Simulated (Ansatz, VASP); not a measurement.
AlN: VASP beside Ansatz

```
Al N
1.0
     2.14491    2.14491    0.00000
    -2.14491    2.14491    0.00000
     0.00000    2.14491    2.23476
Al N
1 1
Cartesian
  0.0000 0.0000 0.0000
  -1.0725 3.2174 1.1174
```

Change from the starting cell: film at in-plane strain -0.02.

Alike in both runs: task single point; functional PBEsol; k mesh 10 × 10 × 10; no spin polarisation.

|  | VASP | Ansatz |
| --- | --- | --- |
| version | VASP 6.6.1 | Ansatz 0.2.0 |
| potentials or method | VASP PAW PBE potentials, release 64 (Al, N), cutoff 520 eV | all-electron LAPW, scalar-relativistic |
| occupations | gaussian, width 0.01 eV | fixed |

Ansatz gave:

```
gap on the k mesh at the Fermi level (eV)       : 3.07
pressure (GPa)                                  : 3.8
largest component of the traceless stress (GPa) : 3.99
```

Task: Which values does VASP return?

Result: gap on the k mesh at the Fermi level (eV): 3.06; pressure (GPa): 4.0; largest component of the traceless stress (GPa): 3.99.

Ansatz ran all-electron here, so the differences hold the error of VASP's frozen core and of both bases.

Caveats: the PAW data sets were made with another functional, which shifts forces and pressure a little (VASP). A k mesh can miss the band edges.
